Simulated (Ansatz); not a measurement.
What does this script print? It uses the Ansatz DFT code, driven from Python.

Input file `tis2.extxyz`:
```text
3
Lattice="3.412 0.0 0.0 -1.706 2.95487868 0.0 0.0 0.0 5.695" Properties=species:S:1:pos:R:3 pbc="T T T"
Ti    0.00000000    0.00000000    0.00000000
S    -0.00000000    1.96991912    1.42375000
S     1.70600000    0.98495956    4.27125000
```

The script, `dfpt.py`:
```python
# -*- coding: utf-8 -*-
"""DFPT phonons of TiS2."""

from pathlib import Path
import warnings

import ansatz as az
import numpy as np

warnings.simplefilter("ignore", az.DeckWarning)

system = az.Crystal.from_extxyz("tis2.extxyz")

setup = system.calculation()
setup = setup.basis(14 * az.Ha, xc_grid=1).functional("pbe", dispersion="d3bjatm")
setup = setup.mixing("anderson", ndim=6, beta=0.2)
setup = setup.occupations("fermi_dirac", width=0.1)
setup = setup.kpoints(8, 8, 4).phonons("dfpt", points=[(0, 0, 0), (0.5, 0, 0), (0.5, 0.5, 0)])
done = setup.run(threads=1, runs_dir="runs")
ph = done.phonons

for q in ph.qpoints:
    thz = np.asarray(q.omega_inv_cm) / 33.35641
    print("q = ({:.2f}, {:.2f}, {:.2f})".format(*q.q_frac), np.round(thz, 2) + 0.0, "THz")
```

```console
$ python dfpt.py
RunWarning: eigensolver did not converge (k=11): 1 band(s) unlocked after 20 sweeps at ethr=1.00e-12 eV (lowest unlocked band 15, counted from 0; max residual 2.64e-4 eV among the unlocked bands, 2.64e-4 eV over every band); it also stands for any lines of [...]
q = (0.00, 0.00, 0.00) [ 0.    0.    0.    4.18  4.18  6.99  6.99  9.77 10.84] THz
q = (0.50, 0.00, 0.00) [-1.2   3.21  5.35  6.18  6.89  8.1   8.19  9.48 10.8 ] THz
q = (0.50, 0.50, 0.00) [-1.2   3.21  5.35  6.18  6.89  8.1   8.19  9.48 10.8 ] THz
```
(Warnings from the package without file and line, shortened.)

The settings weren't tested for convergence. The cutoff lies under the one recommended for these potentials. Spin is left out of this run. The cell isn't relaxed first, so the values belong to this volume. Dispersion corrections can be off by several per cent in the lattices of metals, and by several GPa in the pressure at a fixed cell. The mesh is modest for a metal, so energies can be off by several to tens of meV an atom and pressures by half a GPa or more; differences at equal mesh fare better. A negative frequency stands for an imaginary mode. No non-analytic term is added, so at the zone centre the longitudinal optical modes of a polar crystal aren't split off. The starting cell is as deposited in a crystallographic database; the results hold for this polymorph, which needn't be the stable one. The structure is taken as given; imaginary modes can come from an unrelaxed or unstable start. The script silences the warnings on its input, which a real study should read. Wall time of the script: 92 s on 1 thread of Arm Neoverse V2, with other jobs on the host, peak memory 0.71 GiB.
